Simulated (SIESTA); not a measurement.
Runs of SIESTA 5.4.2 on Zn. Symmetry: P6_3/mmc, No. 194, hexagonal system. The conventional cell has a = 2.670 Å, b = 2.670 Å, c = 4.966 Å, α = 90.00°, β = 90.00°, γ = 120.00°. Zn (site symmetry -6m2) has 12 Zn at 2.67 to 2.92 Å as nearest neighbours. 

```csv
task,potentials or basis,cell,k mesh,displacement,grid cutoff,gap on the mesh (eV),pressure (GPa)
single point,"PseudoDojo 0.4 standard (PBE files), SZP (energy shift 0.003 Ry)",as given,11 × 11 × 6,-,800 Ry,none,-14.0
single point,"PseudoDojo 0.4 standard (PBE files), TZP (energy shift 0.003 Ry; two zetas on semicore shells)",as given,11 × 11 × 6,-,800 Ry,none,(a)
single point,"PseudoDojo 0.4 standard (PBE files), TZDP (energy shift 0.003 Ry; two zetas on semicore shells)",as given,11 × 11 × 6,-,800 Ry,none,-4.1
single point,"PseudoDojo 0.4 standard (PBE files), DZP (energy shift 0.003 Ry; two zetas on semicore shells)",as given,11 × 11 × 6,-,800 Ry,none,-4.1
band structure,"PseudoDojo 0.4 standard (PBE files), DZP (energy shift 0.003 Ry; two zetas on semicore shells)",as given,11 × 11 × 6,-,800 Ry,none,-4.1
single point,"PseudoDojo 0.4 standard (PBE files), DZDP (energy shift 0.003 Ry; two zetas on semicore shells)",as given,11 × 11 × 6,-,800 Ry,none,-3.7
```

Alike in all rows: level PBE; no spin polarisation; smearing fermi-dirac 0.05 eV; energy shift 0.003 Ry.

Question: Estimate the missing entries.

Answer: (a) -3.8.

Caveats: short orbitals over semicore shells can move pressures by several GPa; the valence orbitals were made in a potential fitted to the semicore shell under them, which widens gaps by tenths of an eV or more; the basis of atomic orbitals isn't converged, which shifts pressures, moduli and gaps.

A gap of «none» marks a metal or a gap under the smearing width.
